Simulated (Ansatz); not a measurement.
# SnSe: further runs on the relaxed cell

An exercise on one series of results from a longer session: the logs are not shown, and one member is left open.

Computed with Ansatz 0.2.0 (DFT PBE+D3(BJ), scalar-relativistic, plane waves, PAW, unless a step's input says otherwise).

1 further run of the same task is left out (set aside as unsound or not needed).

**Starting point**

Symmetry: Fm-3m, No. 225, cubic system. Conventional cell: a = 5.978 Å, b = 5.978 Å, c = 5.978 Å, α = 90.00°, β = 90.00°, γ = 90.00°. Sn (site symmetry m-3m) is surrounded by 6 Se at 2.99 Å. Se (site symmetry m-3m) has 6 Sn at 2.99 Å as nearest neighbours.

Structure file:

```
Sn Se
1.0
     0.00000    2.98877    2.98877
     2.98877    0.00000    2.98877
     2.98877    2.98877    0.00000
Sn Se
1 1
Direct
  0.00000 0.00000 0.00000
  0.50000 0.50000 0.50000
```

This cell was relaxed beforehand with the same method: volume 26.70 Å³/atom, gap on the mesh 0.52 eV.

The first run:

The input, input.yaml:

```yaml
crystal:
  lattice:
    - [0.0, 2.988768824, 2.988768824]
    - [2.988768824, 0.0, 2.988768824]
    - [2.988768824, 2.988768824, 0.0]
  atoms:
    - { symbol: Sn, position: [0.0, 0.0, 0.0] }
    - { symbol: Se, position: [0.5, 0.5, 0.5] }
basis:
  ecutwfc: 420
kpoints:
  mp_grid: { grid: [10, 10, 10] }
  band_path:
    path:
      - [[0.0, 0.0, 0.0], [0.5, 0.0, 0.5], [0.625, 0.25, 0.625]]
      - [[0.375, 0.375, 0.75], [0.0, 0.0, 0.0], [0.5, 0.5, 0.5], [0.5, 0.25, 0.75], [0.5, 0.0, 0.5]]
    npoints: 14
hamiltonian:
  xc: pbe
  dispersion: d3bj
scf:
  occupations: { method: gaussian, width: 0.02 }
  n_extra_bands: 6
output:
  forces: true
  stress: true
  eigenvalues: true
  populations: true
  dos: { projected: true, de: 0.02, nscf_kmesh: { grid: [15, 15, 15] } }
  bader: true
  write_density: true
  write_potential: true
  elf: true
  volumetric_format: npy
```

The run is started by

```bash
ansatz run input.yaml --threads 1 --pin off --max-ram 2560MiB --backend cpu --events-out ev --progress --plain --runs-dir out
```

Among the steps run: Static run: bands, density of states and charges; The cell under PBEsol; Relaxing with LDA; The cell under PBE.

One of the session's tables, all rows but one given; the rest of the session is left out.

```
functional  a (Å)  b (Å)  c (Å)  volume (Å³/atom)  gap on the mesh (eV)
PBE+D3(BJ)  4.227  4.227  4.227             26.70                  0.52
    PBEsol  4.207  4.207  4.207             26.33                  0.48
       LDA  4.170  4.170  4.170             25.63                  0.44
       PBE      ?      ?      ?                 ?                     ?
```

**Question.** Estimate the row for PBE.

The run gave: a (Å): 4.286; b (Å): 4.286; c (Å): 4.286; volume (Å³/atom): 27.83; gap on the mesh (eV): 0.49. In the column «a (Å)» it is the highest.

Caveats from the session: Warnings in the runs' records: relaxed geometry near dispersion switch, gap smaller between mesh points.
